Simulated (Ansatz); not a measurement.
The system is Li.

```
CELL_PARAMETERS angstrom
-1.75465 1.75465 1.75465
1.75465 -1.75465 1.75465
1.75465 1.75465 -1.75465
ATOMIC_POSITIONS crystal
Li 0.00000 0.00000 0.00000
```

Base run:

* Program: Ansatz 0.2.0
* Functional: PBE
* Potentials or basis: Ansatz PAW
* Cutoff: 420 eV (not typed: the program's choice for these potentials)
* k mesh: 11 × 11 × 11
* Occupations: fermi-dirac, width 0.05 eV
* Spin: no spin polarisation

Its results: band gap on the k mesh none (metal or under the smearing width); pressure -0.8 GPa.

The run is repeated on the same cell with these changes: k mesh from 11 × 11 × 11 to 4 × 4 × 4. What comes out?

Band gap on the k mesh none (metal or under the smearing width); pressure -0.2 GPa.

Caveats: some runs use coarse meshes.
